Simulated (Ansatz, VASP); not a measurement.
**Two plane-wave programs on SnO2**

```
Sn O
1.0
     4.86270    0.00000    0.00000
     0.00000    4.86321    0.00000
     0.00000    0.00000    3.28514
Sn O
2 4
Cartesian
  2.4313 2.4316 1.6426
  0.0000 0.0000 0.0000
  1.4879 1.5731 0.0000
  3.9193 0.8585 1.6426
  0.9434 4.0047 1.6426
  3.3748 3.2901 0.0000
```

Alike in both runs: task single point; functional LDA; k mesh 6 × 6 × 8; occupations gaussian, width 0.05 eV; no spin polarisation.

|  | VASP | Ansatz |
| --- | --- | --- |
| version | VASP 6.6.1 | Ansatz 0.2.0 |
| potentials or method | VASP PAW LDA potentials, release 64 (Sn_d, O) | scalar-relativistic, plane waves, PAW |
| plane-wave cutoff (eV) | 520 | 520 |
| valence electrons in the cell | 52 | 52 |

```csv
,VASP,Ansatz,Ansatz less VASP
gap on the k mesh at the Fermi level (eV),0.45,0.43,-0.019
least direct gap on the mesh (eV),0.45,0.43,-0.019
pressure (GPa),-12.6,-13.6,-0.95
largest component of the traceless stress (GPa),2.68,3.22,+0.536
rms of the force components (eV/Å),0.388,0.365,-0.0235
```

Atom by atom the forces differ by 0.024 eV/Å (rms over components). Ansatz warned: «pseudo_functional_mismatch».

Caveats: spin-orbit coupling is left out, which moves the levels of the heavy elements.
